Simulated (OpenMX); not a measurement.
The system is HfO2.

```xyz
3
Lattice="0.0000 2.5575 2.5575 2.5575 0.0000 2.5575 2.5575 2.5575 0.0000" Properties=species:S:1:pos:R:3 pbc="T T T"
Hf    0.0000    0.0000    0.0000
O     3.8363    3.8363    3.8363
O     1.2788    1.2788    1.2788
```

Measurements of this composition are mostly on another form, of space group No. 14.

Base run:

| Property | Result |
| --- | --- |
| Program | OpenMX 3.8.5 |
| Functional | LDA |
| Potentials or basis | OpenMX 2013 LDA set, Hf7.0-s3p2d2f1, O6.0-s2p2d1, grid cutoff 400 Ry |
| k mesh | 9 × 9 × 9 |
| Occupations | fermi-dirac, width 0.05 eV |
| Spin | no spin polarisation |

Its results: band gap on the k mesh 3.70 eV, indirect (least direct gap 3.82 eV); pressure -20.4 GPa.

Task: The run is repeated on the same cell with these changes: functional from LDA to PBE; potentials or basis from OpenMX 2013 LDA set, Hf7.0-s3p2d2f1, O6.0-s2p2d1, grid cutoff 400 Ry to OpenMX 2013 PBE set, Hf7.0-s3p2d2, O6.0-s2p2, grid cutoff 400 Ry. What comes out?

Result: Band gap on the k mesh 3.59 eV, indirect (least direct gap 3.74 eV); pressure -2.1 GPa.

Caveats: spin-orbit coupling is left out, which moves the levels of the heavy elements; the basis of atomic orbitals isn't converged, which shifts pressures, moduli and gaps; so large a pressure means that the cell lies far from this level's equilibrium, or that cutoff or potentials fall short (some runs); the mesh misses the band edges, which the band path finds closer together (some runs).
